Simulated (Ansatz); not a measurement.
System: L1₀ (CuAu-type) CoPt. Method: PBE-D4 (PAW; Ansatz, an electronic-structure program).

Run with plane-wave cutoff 520 eV, 20×20×16 k mesh (along the axes of the cell as run), Fermi–Dirac smearing 0.05 eV, spin-polarised with parallel moments, scalar-relativistic PAW data made under PBE.

Energies at three volumes about the minimum:

```
V (Å³/atom)  E − E_lowest (meV/atom)
-----------  -----------------------
12.895                          4.02
13.158                          0.00
13.421                          3.73
```

Q: Fit a parabola by hand: where is the minimum, and what is the bulk modulus?

A: Slopes: (0.00 − 4.02)/(13.158 − 12.895) = -15.285 and (3.73 − 0.00)/(13.421 − 13.158) = 14.183 meV/Å³. Curvature E″ = 2 × (14.183 − (-15.285))/(13.421 − 12.895) = 112.046 meV/Å⁶. From the middle of the first interval, the slope vanishes at V0 = 13.0265 − (-15.285)/112.046 = 13.163 Å³/atom. B = V0 E″ = 13.163 × 112.046 meV/Å³ × 0.1602 GPa per meV/Å³ = 236 GPa. The full Birch–Murnaghan fit to all volumes gives V0 = 13.158 Å³/atom and B0 = 236 GPa.

Shape and atoms are relaxed at each volume.

Note: the bulk modulus comes from volumes at which shape and atoms were relaxed.
